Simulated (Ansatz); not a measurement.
Runs of Ansatz 0.2.0 on P. Symmetry: R-3m, No. 166, trigonal system. Conventional cell: a = 3.451 Å, b = 3.451 Å, c = 9.389 Å, α = 90.00°, β = 90.00°, γ = 120.00°. P (site symmetry 3m) has 3 P at 2.29 Å as nearest neighbours. This isn't the form of P at room conditions, which is orthorhombic.

```csv
task,level,potentials or basis,spin,cell,k mesh,cutoff (eV),smearing,driver,delta,atoms under strain,points for each segment of the path,other keys,mesh quality,gap on the mesh (eV),pressure (GPa),moment (μB),largest force (eV/Å)
band structure,r2SCAN+rVV10,SPMS NC,"collinear, ferrimagnetic start",as given,9 × 9 × 9,463,fermi-dirac 0.01 eV,chain,-,-,14,-,not flagged,none,-,0.00,0.15
elastic constants,LDA,Ansatz PAW earlier set,off,as given,8 × 8 × 8,600,methfessel-paxton 0.05 eV,-,-,clamped,-,-,not flagged,none,-2.7,-,0.09
elastic constants,LDA,Ansatz PAW earlier set,off,as given,8 × 8 × 8,600,methfessel-paxton 0.05 eV,chain,-,clamped,-,-,not flagged,none,-2.7,-,0.09
projected density of states,PBE+D3(BJ),Ansatz PAW accurate,"collinear, ferrimagnetic start",volume scaled by 0.8,9 × 9 × 9,510,methfessel-paxton 0.05 eV,chain,-,-,-,scf.lower_state_search = off; scf.n_extra_bands = 2,not flagged,none,(a),0.00,1.96
```

**Question.** Estimate the missing entries.

**Answer.** (a) 27.5.

Caveats: pairwise dispersion overbinds metals, which lowers pressure and volume (some runs); the starting moments weren't kept (some runs); elastic constants of metals need much finer meshes, so these are rough (some runs); the meta-GGA runs on potentials made for a GGA (some runs); the rVV10 pressure on norm-conserving files is uncertain (some runs); the potentials were made for another functional, which shifts forces and pressure (some runs); the PAW data sets come from PBE, with cores solved anew for the run's functional, which leaves a small shift of forces and pressure (some runs).

A gap of «none» marks a metal or a gap under the smearing width.
